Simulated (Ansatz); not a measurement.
# Cr (P6_3/mmc) in Ansatz: a series of runs, part 2 of 3

Ansatz 0.2.0.

## Step 3: Band structure, LDA, collinear spin, ferromagnetic start

File input.yaml:

```yaml
crystal:
  lattice:
    - [2.714, 0.0, 0.0]
    - [-1.357, 2.3503929459, 0.0]
    - [0.0, 0.0, 4.41]
  atoms:
    - { symbol: Cr, position: [0.6666666667, 0.3333333333, 0.75], spin: 3.0 }
    - { symbol: Cr, position: [0.3333333333, 0.6666666667, 0.25], spin: 3.0 }
kpoints:
  mp_grid: { grid: [11, 11, 6] }
  band_path:
    path:
      - [0.0, 0.0, 0.0]
      - [0.5, 0.0, 0.0]
      - [0.3333333333, 0.3333333333, 0.0]
      - [0.0, 0.0, 0.0]
      - [0.0, 0.0, 0.5]
      - [0.5, 0.0, 0.5]
      - [0.3333333333, 0.3333333333, 0.5]
      - [0.0, 0.0, 0.5]
    npoints: 8
scf:
  occupations: { method: fermi_dirac, width: 0.05 }
hamiltonian:
  xc: lda
  pseudopotentials: { kind: all_electron, lapw: { basis_error: 0.001 } }
magnetization:
  spin_polarized: true
output:
  forces: true
  stress: true
  eigenvalues: true
```

Potentials or basis: all-electron LAPW, scalar-relativistic.

Command:

```bash
ansatz run input.yaml --threads 2 --pin off --max-ram 6144MiB --backend cpu --events-out ev --progress --plain --runs-dir out
```

Log:

```text
Warning: RAYON_NUM_THREADS=2 ignored (pool sized by the plan → 2); use --threads N
LAPW: plane waves up to 8.171 Å⁻¹, error target 1.0e-3 eV per atom; small_component_spin mean_spin; Cr in spheres of 1.353 Å, 14 of its electrons in bands, Dirac shells [] (how accurate: hamiltonian.pseudopotentials.lapw.basis_error, Limitations)
Engine: ansatz 0.2.0, x86_64-unknown-linux-gnu
Pseudopotentials: kind: all_electron
Pseudopotential: Cr, LAPW, valence charge 14, lapw/all_electron/scalar/gaussian/Cr, Koelling and Harmon's equation, gaussian nucleus
Functional definition: SPW92
  exchange = slater_x
  correlation = pw_c
Crystal: 2 atoms, lattice volume = 28.131 Å³
Basis set: ecut = 254.40182186617815 eV, 263 PW (Γ), exchange–correlation at level 2
Bands: 21, of which v1, the nominal top of the filled ones, is band 14 counted from 1 (13 counted from 0)
Symmetry: 24 space group operations
Space group: P63/mmc (ITA 194), of the structure as read, at distance tolerance 3.0e-5 Å
Magnetic group: BNS 194.263 (UNI 1493), of the structure as read, at distance tolerance 3.0e-5 Å
k-points: 64 of 726
Non-local potential: Cr, projectors of the file, none
Initial density: superposition of atomic densities (chi_scale 0.1, normalization cell)
Starting moments: Σ|m| = 6 μB on 2 of 2 sites
Initial wavefunctions: plane waves of lowest kinetic energy (no species holds an atomic orbital)
Functional: x = slater, c = lda
iter 1 solved again at ethr=1.11e-3 eV; its pass at ethr=1.00e-1 eV (dr2=3.12e-1 eV) is discarded
SCF iter   1: F=—  HF=-57080.081277 eV  |F-HF|=—  |Δ(HF+E_count)|=         —  Δρ=8.64e-2 (↑8.64e-2 ↓6.99e-2)  dr2=3.14e-1  dr2_m=1.46e0  M=2.105 μB ∫|m|=2.105 μB  β_m=0.30  ethr=1.11e-3  ⟨swp⟩=2.5  Hψ=17961  notcnv=0
Mixer restart at iter 1: flushing history
preconditioner: auto → none  [metal: Δε(μ)=0.006 eV  Ē_g=5.367 eV  σ=0.050 eV  W_gap=0.03  n_scr=8 (ndim 8)  ℏωp=24.3 eV  f_vac=0.000  D(μ)=3.58/eV (n_scr^D=42)  sad-step TF]
SCF iter   2: F=—  HF=-57079.920968 eV  |F-HF|=—  |Δ(HF+E_count)|=   1.60e-1  Δρ=4.89e-2 (↑4.89e-2 ↓4.30e-2)  dr2=6.04e-2  dr2_m=5.24e-1  M=2.465 μB ∫|m|=2.465 μB  β_m=0.44  ethr=1.11e-3  ⟨swp⟩=3.0  Hψ=8896  notcnv=0
SCF iter   3: F=—  HF=-57080.529050 eV  |F-HF|=—  |Δ(HF+E_count)|=   6.08e-1  Δρ=3.29e-2 (↑3.29e-2 ↓2.71e-2)  dr2=4.90e-2  dr2_m=2.16e-1  M=1.863 μB ∫|m|=1.863 μB  β_m=0.53  ethr=2.16e-4  ⟨swp⟩=3.0  Hψ=9074  notcnv=0
iter 4 solved again at ethr=2.98e-6 eV; its pass at ethr=1.75e-4 eV (dr2=8.35e-4 eV) is discarded
SCF iter   4: F=—  HF=-57080.626448 eV  |F-HF|=—  |Δ(HF+E_count)|=   9.74e-2  Δρ=1.82e-3 (↑1.82e-3 ↓1.41e-3)  dr2=8.33e-4  dr2_m=4.82e-4  M=1.449 μB ∫|m|=1.449 μB  β_m=0.77  ethr=2.98e-6  ⟨swp⟩=2.2  Hψ=14219  notcnv=0
SCF iter   5: F=—  HF=-57080.637196 eV  |F-HF|=—  |Δ(HF+E_count)|=         —  Δρ=1.05e-3 (↑7.22e-4 ↓1.05e-3)  dr2=4.16e-5  dr2_m=1.79e-4  M=1.297 μB ∫|m|=1.297 μB  β_m=0.88  ethr=2.98e-6  ⟨swp⟩=3.0  Hψ=8442  notcnv=0
the basis was enlarged: its passes take 273.4 KiB over the memory plan, 2 of 2 planned eigensolver slots
SCF iter   6: F=—  HF=-57080.640955 eV  |F-HF|=—  |Δ(HF+E_count)|=   3.76e-3  Δρ=4.19e-4 (↑2.54e-4 ↓4.19e-4)  dr2=2.16e-5  dr2_m=2.37e-5  M=1.153 μB ∫|m|=1.153 μB  β_m=0.94  ethr=1.49e-7  ⟨swp⟩=3.1  Hψ=8492  notcnv=0
SCF iter   7: F=—  HF=-57080.641139 eV  |F-HF|=—  |Δ(HF+E_count)|=   1.84e-4  Δρ=1.71e-5 (↑1.71e-5 ↓1.20e-5)  dr2=6.61e-8  dr2_m=2.37e-8  M=1.101 μB ∫|m|=1.101 μB  β_m=0.93  ethr=7.71e-8  ⟨swp⟩=3.0  Hψ=8427  notcnv=0
SCF iter   8: F=—  HF=-57080.641141 eV  |F-HF|=—  |Δ(HF+E_count)|=   1.22e-6  Δρ=7.62e-6 (↑6.52e-6 ↓7.62e-6)  dr2=6.76e-10  dr2_m=1.27e-8  M=1.103 μB ∫|m|=1.103 μB  β_m=0.97  ethr=2.36e-10  ⟨swp⟩=3.0  Hψ=8482  notcnv=0
SCF iter   9: F=—  HF=-57080.641141 eV  |F-HF|=—  |Δ(HF+E_count)|=   2.10e-8  Δρ=1.48e-6 (↑1.48e-6 ↓1.10e-6)  dr2=1.65e-10  dr2_m=3.72e-10  M=1.102 μB ∫|m|=1.102 μB  β_m=0.98  ethr=2.41e-12  ⟨swp⟩=3.0  Hψ=8814  notcnv=0
SCF iter  10: F=-57080.641141 eV  HF=-57080.641141 eV  |F-HF|=1.24e-10  |Δ(HF+E_count)|=   1.46e-9  Δρ=1.27e-7 (↑1.27e-7 ↓1.24e-7)  dr2=8.74e-12  dr2_m=1.63e-12  M=1.102 μB ∫|m|=1.102 μB  ethr=1.00e-12  ⟨swp⟩=3.0  Hψ=8098  notcnv=0
SCF 1 converged in 10 iterations: F = -57080.641141 eV  dr2 = 8.74e-12
NSCF: frozen V_eff on 57 k-points
SCF converged after 10 iterations
Magnetization: 1.1016 μB (14.5508 up, 13.4492 down)
Absolute magnetization: 1.1017 μB (∫|ρ↑−ρ↓|)
Spin contamination: 0.0014 ħ² per cell (⟨S²⟩ above its minimum at these occupations)
Per-site moments (μB) at R_I (Å): [(0.5288131872358353, 1.3525245021155268), (0.5288131872358353, 1.3525245021155268)]
Free energy (F): -57080.641141 eV
Harris-Foulkes:  -57080.641141 eV  (|F-HF|=1.24e-10)
Internal energy: -57080.599762 eV  (E = F + TS)
E sigma→0 (E₀):  -57080.620451 eV
Entropy (-TS):   -0.041379 eV (-20.689 meV/atom)
Fermi energy:    15.304485 eV
--- Per-component energies (eV) ---
  E_band       = -384.002844
  E_kinetic    = 57697.101424
  E_xc         = -2539.662032
  E_electrostatic = -112238.039154  (all electrons and nuclei)
  E_smearing   = -0.041379  (= −TS)
  E_closure    = 0.000000  (closes the sum)
  E_atoms      = -57061.099246  (free atoms, spherical and without spin; not in F)
  Σ components = -57080.641141   (vs F -57080.641141, Δ=0.00e0)
  Basis errors (estimates in eV, not in F): energy 1.7e-4 per atom: plane waves 1.5e-4 (7.3e-5 summed), levels above the bands 8.1e-73, relativity 2.4e-9, radial functions 2.9e-5, core shells 5.9e-9; eigenvalues (radial functions only) 7.0e-7; not estimated: angular momenta, meshes, grids; target (lapw.basis_error) 1.0e-3; muffin-tin radii Cr 1.353 Å
--- Forces (eV/Å), atoms counted from 1 ---
  atom   1  Cr     0.00000000     0.00000000     0.00000000
  atom   2  Cr     0.00000000    -0.00000000     0.00000000
  max |Σ_I F_I| component: 9.25e-18 eV/Å
--- Stress (GPa, compression-positive) ---
      -40.442279       0.000000       0.000000
        0.000000     -40.442279       0.000000
        0.000000       0.000000     -33.947660
  P = ⅓ Tr σ = -38.2774 GPa (-382.774 kbar)
--- Band table (eV; the first three rows and the last of 128) ---
  k-point 0 ↑: bands = ["-55.7692", "-55.6763", "-27.6100", "-27.2300", "-27.2300", "-27.1613", "-27.1613", "-27.1054", "8.2708", "11.8387", "14.7983", "14.7983", "14.8151", "15.1711", "15.1711", "15.6268", "15.6268", "15.8374", "16.8829", "16.8829", "22.7230"]
  k-point 1 ↑: bands = ["-55.7630", "-55.6826", "-27.5770", "-27.2255", "-27.2255", "-27.1659", "-27.1659", "-27.1400", "8.5153", "11.7325", "14.7246", "14.7339", "14.7339", "15.0867", "15.0867", "15.2556", "15.8066", "15.8066", "16.8677", "16.8677", "23.8084"]
  k-point 2 ↑: bands = ["-55.7461", "-55.6996", "-27.4862", "-27.2339", "-27.2129", "-27.2129", "-27.1785", "-27.1785", "9.2129", "11.2208", "14.4771", "14.5030", "14.6790", "14.6790", "14.9021", "14.9021", "16.1741", "16.1741", "16.7710", "16.7710", "26.2497"]
  k-point 63 ↓: bands = ["-55.1602", "-55.1602", "-27.0707", "-27.0707", "-26.9467", "-26.9467", "-26.7373", "-26.7373", "13.3290", "13.3290", "13.9789", "13.9789", "14.5350", "14.5350", "16.0586", "16.0586", "17.4285", "17.4285", "21.4936", "21.4936", "23.8449"]
```

bands.tsv:

```text
# k_distance	band_0_up	band_1_up	band_2_up	band_3_up	band_4_up	band_5_up	band_6_up	band_7_up	band_8_up	band_9_up	band_10_up	band_11_up	band_12_up	band_13_up	band_14_up	band_15_up	band_16_up	band_17_up	band_18_up	band_19_up	band_20_up	band_0_dn	band_1_dn	band_2_dn	band_3_dn	band_4_dn	band_5_dn	band_6_dn	band_7_dn	band_8_dn	band_9_dn	band_10_dn	band_11_dn	band_12_dn	band_13_dn	band_14_dn	band_15_dn	band_16_dn	band_17_dn	band_18_dn	band_19_dn	band_20_dn
[... 69 lines left out ...]
8.015831	-71.027400	-71.027400	-42.665336	-42.665336	-42.500229	-42.500229	-42.500229	-42.500229	-5.076335	-5.076335	-0.992267	-0.992267	-0.565402	-0.565402	-0.565402	-0.565402	1.227188	1.227188	1.227188	1.227188	13.855524	-70.531674	-70.531674	-42.198363	-42.198363	-42.005929	-42.005929	-42.005929	-42.005929	-4.857336	-4.857336	-0.642279	-0.642279	-0.134711	-0.134711	-0.134711	-0.134711	1.703521	1.703521	1.703521	1.703521	14.118925
```

Wall time 14 s (2 threads of AMD EPYC 7R43 (Zen 3), shared host); peak memory 0.51 GiB.

Results:

```
Free energy             : -57080.6411 eV
Pressure                : -38.3 GPa
Band gap along the path : none (metal or under the smearing width)
Net moment              : 1.10 μB per cell
Absolute moment         : 1.10 μB per cell
Site moments            : Cr +0.53 μB
```

Levels at the corners of the path, in eV from the Fermi level:
Spin up:
```csv
point,band 12,band 13,band 14,band 15,band 16,band 17,band 18,band 19
Γ,-0.51,-0.49,-0.13,-0.13,0.32,0.32,0.53,1.58
M,-1.02,-0.65,-0.54,-0.09,1.74,1.85,1.92,3.12
K,-1.98,-0.88,-0.88,0.15,1.47,1.47,1.58,5.49
Γ,-0.51,-0.49,-0.13,-0.13,0.32,0.32,0.53,1.58
A,-0.99,-0.57,-0.57,-0.57,-0.57,1.23,1.23,1.23
L,-1.88,0.43,0.43,0.85,0.85,1.85,1.85,2.69
H,-2.00,-1.12,-1.12,0.27,0.27,1.67,1.67,6.41
A,-0.99,-0.57,-0.57,-0.57,-0.57,1.23,1.23,1.23
```
Spin down:
```tsv
point	band 11	band 12	band 13	band 14	band 15	band 16	band 17	band 18
Γ	-0.10	-0.08	-0.08	0.30	0.30	0.74	0.78	0.78
M	-2.35	-0.76	-0.21	-0.13	0.30	2.22	2.34	2.39
K	-1.83	-1.65	-0.47	-0.47	0.58	1.90	1.90	2.06
Γ	-0.10	-0.08	-0.08	0.30	0.30	0.74	0.78	0.78
A	-0.64	-0.64	-0.13	-0.13	-0.13	-0.13	1.70	1.70
L	-1.50	-1.50	0.88	0.88	1.16	1.16	2.32	2.32
H	-1.63	-1.63	-0.77	-0.77	0.72	0.72	2.10	2.10
A	-0.64	-0.64	-0.13	-0.13	-0.13	-0.13	1.70	1.70
```

Caveat: a pressure of tens of GPa on the cell as given is suspect, and the run, the potentials or the cell itself is likely at fault.

(Continued in part 3 of 3.)
